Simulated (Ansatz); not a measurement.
## Structure types of Sc compared at 89 GPa

Structure types of Sc are relaxed in primitive cells with their symmetry kept at 89 GPa, first on PAW files, then by LAPW. The enthalpy is E + pV at zero temperature, without zero-point motion. Only the types listed were tried, and differences under about 5 meV/atom are mesh noise. The real phase may be another.

Computed with Ansatz 0.2.0; functional PBE, scalar-relativistic. Settings: Fermi–Dirac smearing of 0.1 eV, no spin polarisation. Methods: LAPW: all electrons, basis error target 0.5 meV/atom; PAW: frozen-core files, cutoff 420 eV.

k meshes: fcc 18×18×18, bcc 18×18×18, hcp 17×17×9, omega 9×9×12, beta tin 17×17×17, sc 16×16×16.

Task: Order the types by LAPW enthalpy, lowest first.
A. omega
B. bcc
C. beta tin
D. fcc
E. sc
F. hcp

Result: A (0 meV/atom), D (26 meV/atom), F (69 meV/atom), C (80 meV/atom), B (169 meV/atom), E (470 meV/atom).

| start type | ends as | a, b, c (Å) | V (Å³/atom) | H − H(lowest), LAPW (meV/atom) | same, PAW |
| --- | --- | --- | --- | --- | --- |
| fcc | fcc, Fm-3m | 3.710, 3.710, 3.710 | 12.76 | 25.6 | 25.6 |
| bcc | bcc, Im-3m | 2.949, 2.949, 2.949 | 12.83 | 169.4 | 169.2 |
| hcp | hcp, P6_3/mmc | 2.641, 2.641, 4.270 | 12.89 | 69.2 | 69.1 |
| omega | omega, P6/mmm | 4.236, 4.236, 2.455 | 12.72 | 0.0 | 0.0 |
| beta tin | beta tin, I4_1/amd | 4.289, 4.289, 2.671 | 12.29 | 79.7 | 80.2 |
| sc | sc, Pm-3m | 2.307, 2.307, 2.307 | 12.28 | 470.0 | 471.3 |

Task: Split the lead of omega over fcc into energy and pV.

Result: For fcc less omega: ΔE = -1.0 meV/atom, and p·ΔV = 89 GPa × +0.0479 Å³ × 6.242 meV/(GPa·Å³) = +26.6 meV/atom, together 25.6 meV/atom. omega wins by its smaller volume, against the internal energy.
